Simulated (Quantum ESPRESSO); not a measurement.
**Mg under changes of volume**

One of the cells (23.237 Å³/atom); the others are scaled copies at fixed shape and fractional positions:

```
Mg
1.0
     3.20930    0.00000    0.00000
    -1.60465    2.77934    0.00000
     0.00000    0.00000    5.21030
Mg
2
Direct
  0.66667 0.33333 0.75000
  0.33333 0.66667 0.25000
```

```yaml
Program: Quantum ESPRESSO 7.5
Functional: r2SCAN
Potentials_or_basis: SG15 PBE 1.2
Cutoff: 952 eV
Density_cutoff: 3810 eV
k_mesh: 8 × 8 × 4
Occupations: fermi-dirac, width 0.05 eV
Spin: no spin polarisation
```

```csv
volume (Å³/atom),energy over the lowest point (meV/atom),pressure (GPa)
21.843,?,?
22.308,3.46,1.0
22.772,0.53,0.1
23.237,0.00,-0.6
23.702,1.72,-1.4
24.167,5.35,-2.0
24.631,10.87,-2.6
```

What does the run at 21.843 Å³/atom give?

Energy over the lowest point 9.08 meV/atom; pressure 2.0 GPa.

Worked out: A Birch-Murnaghan fit of order 3 (a polynomial in V^(-2/3)) to the other rows has its minimum at 23.11 Å³/atom with B0 = V·E''(V) = 39 GPa and B' = 3.7 at fixed shape and positions, which overstates the stiffness. It gives 9.05 meV/atom at 21.843 Å³/atom, against the run's 9.08, and -dE/dV = 2.4 GPa, against 2.0.

Energies are extrapolated to zero smearing.

Caveats: the potentials were made for another functional, which shifts forces and pressure.
